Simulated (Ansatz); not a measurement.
## Ionic part of the dielectric constant of GaAs at 5 GPa, mode by mode

These are results of Ansatz, DFT PBEsol, scalar-relativistic, plane waves, PAW, not measurements. Plane waves to 420 eV; Γ-centred k mesh 12×12×12; fixed occupations. No spin polarisation. Phonons by linear response, acoustic sum rule imposed.

Symmetry: F-43m, No. 216, cubic system. Conventional cell: a = 5.543 Å, b = 5.543 Å, c = 5.543 Å, α = 90.00°, β = 90.00°, γ = 90.00°. Around Ga (site symmetry -43m) lie 4 As at 2.40 Å. As (site symmetry -43m) has 4 Ga at 2.40 Å as nearest neighbours.

 The run warned that the force constants aren't converged on this k mesh, so the frequencies and all that is formed from them are rough. The bands were filled as in an insulator; under compression the gap may have closed between mesh points.

The primitive cell has V = 42.57 Å³ and ε∞,yy = 12.738. Each polar mode adds Δε = (4.92064×10⁷/V)·S/ν² along y, with S its oscillator strength in e²/amu, ν in cm⁻¹ and V in Å³.

Q: From these modes, find each Δε and ε0,yy.
| ν (cm⁻¹) | S_yy (e²/amu) |
| --- | --- |
| 283.0 | 0.1107 |

A:
```tsv
ν (cm⁻¹)	Δε
283.0	1.60
```

The sum is 1.597, so ε0,yy = 14.34; the run's tensor has 14.34.

Q: Where do the longitudinal modes lie for a wave vector along y?

A: At 300 cm⁻¹. The Lyddane–Sachs–Teller product Π(ν_LO/ν_TO)² = 1.13 matches ε0/ε∞ = 1.13.

Cost: 1 run of about 3.6 core-minutes, on Arm Neoverse V1 (shared hosts).

The static dielectric response of compressed GaAs appears to be overwhelmingly electronic: the lattice adds only about 1.60 to an ε∞ of 12.738. This is the expected pattern for a mostly covalent, weakly polar semiconductor. The Ga and As sublattices carry modest dynamical charges, so their relative displacement creates little dipole, while the easily polarised bonding electrons supply most of the response and also screen the long-range field that lifts the longitudinal mode above the transverse one. The small LO–TO separation and the small ionic term therefore have the same origin.

The electronic part is larger than the accepted value for GaAs at ambient pressure, although compression normally lowers it; the likely cause is the semilocal functional's too-narrow gap, which makes virtual interband transitions too easy. That excess would also weaken the LO–TO splitting. With a single polar branch, the Lyddane–Sachs–Teller agreement shows internal consistency, not the accuracy of the frequencies or the oscillator strength. A single compressed volume cannot show how pressure shifts the balance between ionic and electronic polarisation.
